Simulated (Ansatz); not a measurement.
Is this AlAs5 stable against decomposition?

Level of theory: Ansatz 0.2.0, DFT PBE, scalar-relativistic, plane waves, PAW. All cells share a 420 eV cutoff and Γ-centred k meshes spaced at most about 0.3 Å⁻¹ (about 0.25 or finer for metals, 2π included). No spin polarisation.

Formation energies are uncorrected and refer to the elements' standard structures at the same level.

These are static total energies at zero pressure. The reference form of As is held partly by dispersion forces, which this level lacks.

The competitors are the elements and 1 reference phase of this chemical system (from databases or known types: AlAs), relaxed at the same level; other known phases may be missing.

The candidate was reached from: Mg5Sn type (P-62m).

```cif
data_structure
_symmetry_space_group_name_H-M 'P 1'
_symmetry_Int_Tables_number 1
_cell_length_a 5.1665
_cell_length_b 5.1665
_cell_length_c 5.0854
_cell_angle_alpha 90.000
_cell_angle_beta 90.000
_cell_angle_gamma 120.000
_cell_volume 117.56
loop_
_atom_site_label
_atom_site_type_symbol
_atom_site_fract_x
_atom_site_fract_y
_atom_site_fract_z
_atom_site_occupancy
Al1 Al 0.00000 0.00000 0.50000 1
As1 As 0.00000 0.28669 0.00000 1
As2 As 0.71331 0.71331 0.00000 1
As3 As 0.28669 0.00000 0.00000 1
As4 As 0.66667 0.33333 0.50000 1
As5 As 0.33333 0.66667 0.50000 1
```

The lowest competing mixture at this composition:

| phase | space group | source | share of atoms | ΔE_f (eV/atom) |
| --- | --- | --- | --- | --- |
| As | - | element | 0.6667 | -0.0005 |
| AlAs | F-43m (No. 216) | COD | 0.3333 | -0.487 |

The lowest database cell of As (-0.0005) lies slightly below the reference, hence the non-zero entry.

Question: What are the hull's energy here, the candidate's formation energy and its margin?

Answer: The hull lies at -0.163 eV/atom, the weighted sum of the last column. The candidate has 0.334 eV/atom, which is 0.50 eV/atom above it. The candidate matches no cell in the subsets of the Crystallography Open Database and the Materials Project at hand. A phase this far over the hull is unlikely to be made. It holds As–As units of three or more atoms (shortest 2.57 Å).
